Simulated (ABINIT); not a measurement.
The system is ZnS.

```xyz
2
Lattice="0.0000 2.7020 2.7020 2.7020 0.0000 2.7020 2.7020 2.7020 0.0000" Properties=species:S:1:pos:R:3 pbc="T T T"
Zn    4.0530    4.0530    4.0530
S     0.0000    0.0000    0.0000
```

Base run:

```yaml
Program: ABINIT 10.8.3 (patched build)
Functional: PBEsol
Potentials_or_basis: JTH PAW PBE v2.0
Cutoff: 707 eV
k_mesh: 9 × 9 × 9
Occupations: fermi-dirac, width 0.05 eV
Spin: no spin polarisation
```

Its results: band gap on the k mesh 1.96 eV, direct; pressure -2.1 GPa.

The run is repeated on the same cell with these changes: functional from PBEsol to SCAN. What comes out?

Band gap on the k mesh 2.58 eV, direct; pressure -1.3 GPa.

SCAN gives the wider gap, since meta-GGAs in the generalised Kohn-Sham scheme recover part of the derivative discontinuity.

Caveats: the PAW data sets were made with another functional, which shifts forces and pressure a little.
